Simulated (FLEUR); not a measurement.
Si: equation of state with LDA

Crystal: Si.

```
Si
1.0
     0.00000    2.65990    4.64324
     2.42227    0.00000    4.64324
     2.42227    2.65990    0.00000
Si
4
Direct
  0.22023 0.22023 0.77977
  0.77977 0.77977 0.22023
  0.27261 0.72739 0.27261
  0.72739 0.27261 0.72739
```

This isn't the form of Si at room conditions, which is diamond.

* Program: FLEUR MaX-R8.1 (later development tree)
* Task: equation of state
* Functional: LDA
* Potentials or basis: all-electron
* Basis: FLAPW
* Kmax: 4.78 1/bohr
* k mesh: 8 × 8 × 8
* Occupations: fermi-dirac, width 0.05 eV
* Spin: no spin polarisation
* Gmax: 14.8 1/bohr
* Muffin-tin radii: Si 2.05 bohr
* lmax: Si 8
* lnonsphr: Si 8
* Local orbitals a species: Si 4

```
Equilibrium volume                        : 14.86 Å³/atom
Bulk modulus at fixed shape and positions : 115 GPa
Pressure derivative of the bulk modulus   : 4.5 (rough: it moves with the points fitted)
```

Energy against volume, from the lowest point:
| volume (Å³/atom) | energy (meV/atom) |
| --- | --- |
| 14.061 | 16.72 |
| 14.360 | 6.11 |
| 14.958 | 0.00 |
| 15.557 | 10.69 |
| 15.856 | 21.27 |

Caveat: the cell was scaled at fixed shape and fractional positions, which overstates the stiffness of a crystal with free parameters, most of all of layers and chains.
